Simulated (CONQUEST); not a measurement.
# TiAl (Pm-3m) in CONQUEST: equation of state

How stiff is TiAl in PBEsol, and what volume does it want? The cell is scaled to several volumes.

Everything below comes from runs of CONQUEST 1.3. Logs are shortened: lines on timing, memory, paths and dates and some standing lists are left out, and cuts for length are marked.

## Step 1: Starting point

Symmetry: Pm-3m, No. 221, cubic system. Conventional cell: a = 3.179 Å, b = 3.179 Å, c = 3.179 Å, α = 90.00°, β = 90.00°, γ = 90.00°. Ti (site symmetry m-3m) is surrounded by 8 Al at 2.75 Å. Around Al (site symmetry m-3m) lie 8 Ti at 2.75 Å.

The cell comes from a database or a generator and needn't be the stable form of this composition.

## Step 2: Equation of state, PBEsol, 15.10 Å³/atom (volume scaled by 0.94)

The input, Conquest_input:

```
IO.Title TiAl
IO.Coordinates coords.dat
IO.FractionalAtomicCoords T
IO.Iprint 2
IO.Iprint_init 1
General.NumberOfSpecies 2
General.PseudopotentialType hamann
AtomMove.TypeOfRun static
AtomMove.FullStress T
Grid.PointsAlongX 36
Grid.PointsAlongY 36
Grid.PointsAlongZ 36
DM.SolutionMethod diagon
Diag.MPMesh T
Diag.GammaCentred T
Diag.MPMeshX 8
Diag.MPMeshY 8
Diag.MPMeshZ 8
Diag.kT 0.00183747
minE.SCTolerance 1e-6
SC.MaxIters 100
IO.AtomChargeOutput T
%block ChemicalSpeciesLabel
1 47.880 Ti
2 26.980 Al
%endblock
```

The input, coords.dat:

```
    5.8849226099     0.0000000000     0.0000000000
    0.0000000000     5.8849226099     0.0000000000
    0.0000000000     0.0000000000     5.8849226099
2
  0.0000000000   0.0000000000   0.0000000000 1 T T T
  0.5000000000   0.5000000000   0.5000000000 2 T T T
```

Potentials or basis: PseudoDojo NC PBEsol, DZP, grid of 36 × 36 × 36 points.

Started as:

```bash
> OMP_NUM_THREADS=1 Conquest
```

Log:

```text
Simulation cell dimensions:     5.8849 a0 x     5.8849 a0 x     5.8849 a0

      Atomic coordinates (a0)
         Atom         X         Y         Z  Species
            1    0.0000    0.0000    0.0000        1
            2    2.9425    2.9425    2.9425        2

         Monkhorst-Pack mesh:   8 x   8 x   8 gamma-centred
        This calculation includes non-local pseudopotentials,
         with a maximum core radius of      8.23709393

    Job title: TiAl
    Job to be run: static calculation

[... 5 lines left out ...]
      Using Fermi-Dirac smearing

    Integration grid size:     36 x   36 x   36

    Integration grid spacing:  0.163 a0 x 0.163 a0 x 0.163 a0

    Number of species:  2
    --------------------------------------------------------
    |   #  mass (au)  Charge (e)  SF Rad (a0)  NSF  Label  |
    --------------------------------------------------------
    |   1     47.880      12.000        8.500   19  Ti     |
    |   2     26.980       3.000        8.500   13  Al     |
    --------------------------------------------------------
          SCF tolerance:                 0.00000100
          SCF iterations:               100

    LibXC version:  6. 2. 2
    Using the GGA functional Perdew, Burke & Ernzerhof SOL
    Using the GGA functional Perdew, Burke & Ernzerhof SOL

           radial cut-off to be used is taken to be max PAO cut-off radius for this species:    8.226919

           greatest ang. mom. for making density from PAOs:  2

           radial cut-off to be used is taken to be max PAO cut-off radius for this species:    8.237094

           greatest ang. mom. for making density from PAOs:  2
    Minimum blocs/proc is      729. Maximum blocs/proc is      729
    set_atom_dens: In set_atomic_density, electrons :      15.000000000000
 matrix_size & matrix_size_padH =           32          32

    Screened ion int: energy:     -46.703805137198 Ha

    new_SC_potl: Starting.  Tolerance:  0.10000E-05

    PulayMixSC: Starting Pulay mixing, A_up =  0.500 A_dn =  0.500
    PulayMixSC: Spin non-polarised calculation.
          Harris-Foulkes Energy            :       -61.630164348509474 Ha
          GroundState Energy (E-(1/2)TS)   :       -61.630534411959601 Ha
          Free Energy (E-TS)               :       -61.630904475409736 Ha
          DFT Total Energy                 :       -61.619230122234619 Ha
          Total number of electrons        :        14.999999999999917
    PulayMixSC: Pulay iteration     1 residual:              0.44321E-02
          Harris-Foulkes Energy            :       -61.627262251858852 Ha
          GroundState Energy (E-(1/2)TS)   :       -61.627618678560800 Ha
          Free Energy (E-TS)               :       -61.627975105262742 Ha
          DFT Total Energy                 :       -61.622238828694165 Ha
          Total number of electrons        :        15.000016464013468
    PulayMixSC: Pulay iteration     2 residual:              0.25618E-02
          Harris-Foulkes Energy            :       -61.625853706164641 Ha
          GroundState Energy (E-(1/2)TS)   :       -61.626232673326015 Ha
          Free Energy (E-TS)               :       -61.626611640487390 Ha
          DFT Total Energy                 :       -61.625057241332691 Ha
          Total number of electrons        :        15.000024596159665
    PulayMixSC: Pulay iteration     3 residual:              0.12209E-02
          Harris-Foulkes Energy            :       -61.625561477554335 Ha
          GroundState Energy (E-(1/2)TS)   :       -61.625936606339735 Ha
          Free Energy (E-TS)               :       -61.626311735125128 Ha
          DFT Total Energy                 :       -61.625546962281284 Ha
          Total number of electrons        :        15.000035653750823
    PulayMixSC: Pulay iteration     4 residual:              0.14762E-03
          Harris-Foulkes Energy            :       -61.625554159896410 Ha
          GroundState Energy (E-(1/2)TS)   :       -61.625929754627442 Ha
          Free Energy (E-TS)               :       -61.626305349358475 Ha
          DFT Total Energy                 :       -61.625553943433417 Ha
          Total number of electrons        :        15.000035282928920
    PulayMixSC: Pulay iteration     5 residual:              0.14407E-04
          Harris-Foulkes Energy            :       -61.625554431998289 Ha
          GroundState Energy (E-(1/2)TS)   :       -61.625929866974737 Ha
          Free Energy (E-TS)               :       -61.626305301951184 Ha
          DFT Total Energy                 :       -61.625554405574455 Ha
          Total number of electrons        :        15.000034108955886
    PulayMixSC: Pulay iteration     6 residual:              0.48071E-05
          Harris-Foulkes Energy            :       -61.625554172604460 Ha
          GroundState Energy (E-(1/2)TS)   :       -61.625929645293368 Ha
          Free Energy (E-TS)               :       -61.626305117982277 Ha
          DFT Total Energy                 :       -61.625554172603998 Ha
          Total number of electrons        :        15.000033555188841
    PulayMixSC: Pulay iteration     7 residual:              0.19078E-07
    PulayMixSC: Reached SCF tolerance of  0.19078E-07 after      7 iterations
      | Number of electrons      =        15.000034
      |* band energy as 2Tr[K.H] =       -16.272007364962036 Ha
      |  screened ion-ion energy =       -46.703805137198394 Ha
      |  Ha correction           =         0.272806113589299 Ha
      |  XC correction           =         1.077452239845573 Ha
      | GS Energy as E-(1/2)TS   =       -61.625929645293368 Ha
      | Free Energy as E-TS      =       -61.626305117982277 Ha
      |* Harris-Foulkes energy   =       -61.625554172604460 Ha
      |* DFT total energy        =       -61.625554172603998 Ha
      |  estimated accuracy      =        -0.000000000000462 Ha

    force: Forces on atoms (Ha/a0)
    force:  Atom   X              Y              Z
    force:     1  -0.0000000000   0.0000000000  -0.0000000000
    force:     2  -0.0000000000  -0.0000000000  -0.0000000000

    force: Maximum force :        0.00000000(Ha/a0) on atom         1 in z direction
    force: Force Residual:        0.00000000 Ha/a0
    force: Total stress:         -7.08325021     0.00000000     0.00000000 GPa
                             0.00000000    -7.08325021     0.00000000
                             0.00000000     0.00000000    -7.08325021
    force: Average pressure:      7.08325021 GPa

    force: Finished force
    get_E_and_F: Change in energy during last step of electronic optimisation:  0.25939E-06

    BIBLIOGRAPHY: Please consider citing the following references in the conquest.bib file

    CONQUEST:         Bowler2002pt, Miyazaki2004, Nakata2020
    Basis:            Bowler2019
    DM:               Bowler:2006xr
    Pseudopotentials: Hamann2013, Bowler2019
    XC references from LibXC:
```

Wall time 2.7 min (1 thread of Intel Xeon Platinum 8259CL at 2.50GHz (Skylake/Cascade Lake), shared host); peak memory 0.73 GiB.

What came out:

```
Free energy            : -1676.9372 eV
Pressure               : 7.1 GPa
Band gap on the k mesh : none (metal or under the smearing width)
Mulliken charges       : Ti +0.49; Al -0.49 e
```

Caveat: Mulliken charges move with the basis; the basis of atomic orbitals isn't converged, which shifts pressures, moduli and gaps.

## Step 3: Equation of state, PBEsol, 15.42 Å³/atom (volume scaled by 0.96)

Conquest_input is that of step 2.

The input, coords.dat:

```
    5.9263670923     0.0000000000     0.0000000000
    0.0000000000     5.9263670923     0.0000000000
    0.0000000000     0.0000000000     5.9263670923
2
  0.0000000000   0.0000000000   0.0000000000 1 T T T
  0.5000000000   0.5000000000   0.5000000000 2 T T T
```

Potentials or basis: PseudoDojo NC PBEsol, DZP, grid of 36 × 36 × 36 points.

Started as:

```bash
> OMP_NUM_THREADS=1 Conquest
```

Run time: 2.7 min. Hardware: 1 thread of Intel Xeon Platinum 8259CL at 2.50GHz (Skylake/Cascade Lake), shared host; peak memory 0.71 GiB.

Results (log left out):

| Quantity | Value |
| --- | --- |
| Free energy | -1676.9602 eV |
| Pressure | 4.4 GPa |
| Band gap on the k mesh | none (metal or under the smearing width) |
| Mulliken charges | Ti +0.41; Al -0.41 e |

Caveat: Mulliken charges move with the basis; the basis of atomic orbitals isn't converged, which shifts pressures, moduli and gaps.

## Step 4: Equation of state, PBEsol, 15.74 Å³/atom (volume scaled by 0.98)

Conquest_input is that of step 3.

The input, coords.dat:

```
    5.9672398812     0.0000000000     0.0000000000
    0.0000000000     5.9672398812     0.0000000000
    0.0000000000     0.0000000000     5.9672398812
2
  0.0000000000   0.0000000000   0.0000000000 1 T T T
  0.5000000000   0.5000000000   0.5000000000 2 T T T
```

Started as:

```bash
> OMP_NUM_THREADS=1 Conquest
```

Run time: 2.4 min. Hardware: 1 thread of Intel Xeon Platinum 8259CL at 2.50GHz (Skylake/Cascade Lake), shared host; peak memory 0.69 GiB.

The run converged. Its results:

| Item | Value |
| --- | --- |
| Free energy | -1676.9732 eV |
| Pressure | 2.0 GPa |
| Band gap on the k mesh | none (metal or under the smearing width) |
| Mulliken charges | Ti +0.32; Al -0.32 e |

Caveat: Mulliken charges move with the basis; the basis of atomic orbitals isn't converged, which shifts pressures, moduli and gaps.

## Step 5: Equation of state, PBEsol, 16.06 Å³/atom

Conquest_input is that of step 4.

The input, coords.dat:

```
    6.0075602927     0.0000000000     0.0000000000
    0.0000000000     6.0075602927     0.0000000000
    0.0000000000     0.0000000000     6.0075602927
2
  0.0000000000   0.0000000000   0.0000000000 1 T T T
  0.5000000000   0.5000000000   0.5000000000 2 T T T
```

Started as:

```bash
> OMP_NUM_THREADS=1 Conquest
```

Wall time 2.5 min (1 thread of Intel Xeon Platinum 8259CL at 2.50GHz (Skylake/Cascade Lake), shared host); peak memory 0.69 GiB.

The run converged. Its results:

```
Free energy            : -1676.9762 eV
Pressure               : -0.3 GPa
Band gap on the k mesh : none (metal or under the smearing width)
Mulliken charges       : Ti +0.26; Al -0.26 e
```

Caveat: Mulliken charges move with the basis; the basis of atomic orbitals isn't converged, which shifts pressures, moduli and gaps.

## Step 6: Equation of state, PBEsol, 16.39 Å³/atom (volume scaled by 1.02)

Conquest_input is that of step 5.

The input, coords.dat:

```
    6.0473466196     0.0000000000     0.0000000000
    0.0000000000     6.0473466196     0.0000000000
    0.0000000000     0.0000000000     6.0473466196
2
  0.0000000000   0.0000000000   0.0000000000 1 T T T
  0.5000000000   0.5000000000   0.5000000000 2 T T T
```

Potentials or basis: PseudoDojo NC PBEsol, DZP, grid of 36 × 36 × 36 points.

Started as:

```bash
> OMP_NUM_THREADS=1 Conquest
```

Wall time 2.6 min (1 thread of Intel Xeon Platinum 8259CL at 2.50GHz (Skylake/Cascade Lake), shared host); peak memory 0.67 GiB.

Results (log left out):

| Property | Result |
| --- | --- |
| Free energy | -1676.9708 eV |
| Pressure | -2.4 GPa |
| Band gap on the k mesh | none (metal or under the smearing width) |
| Mulliken charges | Ti +0.19; Al -0.19 e |

Caveat: Mulliken charges move with the basis; the basis of atomic orbitals isn't converged, which shifts pressures, moduli and gaps.

## Step 7: Equation of state, PBEsol, 16.71 Å³/atom (volume scaled by 1.04)

Conquest_input is that of step 6.

The input, coords.dat:

```
    6.0866162044     0.0000000000     0.0000000000
    0.0000000000     6.0866162044     0.0000000000
    0.0000000000     0.0000000000     6.0866162044
2
  0.0000000000   0.0000000000   0.0000000000 1 T T T
  0.5000000000   0.5000000000   0.5000000000 2 T T T
```

Started as:

```bash
> OMP_NUM_THREADS=1 Conquest
```

It took 2.6 min on 1 thread of Intel Xeon Platinum 8259CL at 2.50GHz (Skylake/Cascade Lake), shared host; peak memory 0.66 GiB.

It converged, with:

- Free energy: -1676.9571 eV
- Pressure: -4.3 GPa
- Band gap on the k mesh: none (metal or under the smearing width)
- Mulliken charges: Ti +0.13; Al -0.13 e

Caveat: Mulliken charges move with the basis; the basis of atomic orbitals isn't converged, which shifts pressures, moduli and gaps.

## Step 8: Equation of state, PBEsol, 17.03 Å³/atom (volume scaled by 1.06)

Conquest_input is that of step 7.

The input, coords.dat:

```
    6.1253855059     0.0000000000     0.0000000000
    0.0000000000     6.1253855059     0.0000000000
    0.0000000000     0.0000000000     6.1253855059
2
  0.0000000000   0.0000000000   0.0000000000 1 T T T
  0.5000000000   0.5000000000   0.5000000000 2 T T T
```

Started as:

```bash
> OMP_NUM_THREADS=1 Conquest
```

Run time: 2.4 min. Hardware: 1 thread of Intel Xeon Platinum 8259CL at 2.50GHz (Skylake/Cascade Lake), shared host; peak memory 0.66 GiB.

It converged, with:

```yaml
Free_energy: -1676.9361 eV
Pressure: -6.1 GPa
Band_gap_on_the_k_mesh: none (metal or under the smearing width)
Mulliken_charges: Ti +0.09; Al -0.09 e
```

Caveat: Mulliken charges move with the basis; the basis of atomic orbitals isn't converged, which shifts pressures, moduli and gaps.

## Step 9: Equation of state, PBEsol

Potentials or basis: PseudoDojo NC PBEsol, DZP, grid of 36 × 36 × 36 points.

No new run: the results of the series are fitted here.

What came out:

* Equilibrium volume: 16.02 Å³/atom
* Bulk modulus: 110 GPa
* Pressure derivative of the bulk modulus: 3.2

Energy against volume, from the lowest point:
```
volume (Å³/atom)  energy (meV/atom)
          15.101              19.50
          15.422               7.99
          15.743               1.52
          16.065               0.00
          16.386               2.72
          16.707               9.55
          17.028              20.03
```

Caveat: the DZP basis gives volumes some 2 % larger than converged bases do, and moduli off by several per cent; the basis of atomic orbitals isn't converged, which shifts pressures, moduli and gaps.
